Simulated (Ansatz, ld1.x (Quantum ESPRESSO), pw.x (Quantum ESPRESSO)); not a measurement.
Os: one change to the TM potential, in the atom and in the fcc crystal

ld1.x (Quantum ESPRESSO) 7.5 input, shortened:

```
&input
   title='Os', zed=76., rel=1, dft='PBE', iswitch=3,
   config='[Xe] 4f14 5d6 6s1.5 6p0.5'
 /
 &inputp
   pseudotype=2, tm=.true., lloc=-2, rcloc=2.25,
   nlcc=.true., new_core_ps=.true., rcore=1.60
 /
3
6S  1  0   1.50   0.00  1.90  1.90  0.0
6P  2  1   0.50   0.00  3.25  3.25  0.0
5D  3  2   6.00   0.00  2.30  2.30  0.0
 &test
   configts(1)='5d6 6s1.5 6p0.5'
 /
```

Change: local potential all-electron potential smoothed inside 1.52 bohr (lloc = -2).

Cutoffs, loose and tight: the cutoffs (Ry, on a coarse ladder) from which the occupation-weighted sum of valence levels, in a spherical-Bessel basis at the reference potential, stays within 10 and 1 mRy of its value at 400 Ry. They do not see the model core or the augmentation charge, which bear on the density cutoff. Test errors are all-electron minus pseudo excitation energies from the reference, over the configurations 5d6 6s2 6p0; 5d6 6s1 6p0; 5d6 6s0 6p0; 5d7 6s1 6p0; 5d4 6s0 6p0; 5d6.5 6s1.5 6p0; 5d6 6s0 6p1; variants that change the core or the reference have their own tests.

Crystal test: fcc Os in pw.x 7.5, no spin, 15³ k-points, Fermi–Dirac smearing 0.01 Ry, cutoffs set for each file from its atomic test. The reference is all-electron LAPW (Ansatz 0.2.0) with the same functional, mesh and smearing; V0 and B0 come from Birch–Murnaghan fits to the pressures at five volumes. Errors are pseudo minus all-electron; Δ is the rms difference of the E(V) curves that follow from these fits, minima aligned, over ±6 % about the mean V0. Mesh and smearing are coarse, so the numbers serve the comparison and aren't converged zero-temperature values; the lattice is a test structure that the element need not adopt.

All-electron: a0 = 3.856 Å (V0 = 14.34 Å³/atom), B0 = 387.2 GPa.

Task: Does the change bring the crystal closer to the all-electron result?

Result: The mean pressure error goes from -2.12 to +17.31 GPa, so the change moves the solid further from the all-electron pressures.

```csv
quantity,base,changed
outcome (atom),generated,generated
"cutoff, loose (atom)",35 Ry,35 Ry
"cutoff, tight (atom)",60 Ry,55 Ry
bound ghosts (atom),none,"s, p"
largest test error (meV) (atom),-506,-419
cutoffs in pw.x (Ry),75/300,70/280
a0 (Å),3.849,–
a0 error (%),-0.18,–
B0 error (%),+0.1,–
Δ (meV/atom),6.6,–
mean pressure error (GPa),-2.12,+17.31
```

A dash: not determined, or the minimum lies outside the volumes sampled.

Base: The largest radius (3.25 bohr) exceeds half the bond length (2.58 bohr), so the spheres overlap, which is one possible source of error among others. The logarithmic derivative shows an extra or strongly shifted pseudo pole above the reference energy (s near 1.27 Ry). Changed file: The largest radius (3.25 bohr) exceeds half the bond length (2.58 bohr), so the spheres overlap, which is one possible source of error among others. This is a poor potential for the solid. Note: ghost states, extra bound levels that the all-electron valence spectrum of the same l lacks: s at -32.8 eV, p at -0.91 eV. A true bound ghost makes a file unfit for plane-wave use. The logarithmic derivative shows an extra or strongly shifted pseudo pole above the reference energy (p near -0.07 Ry).
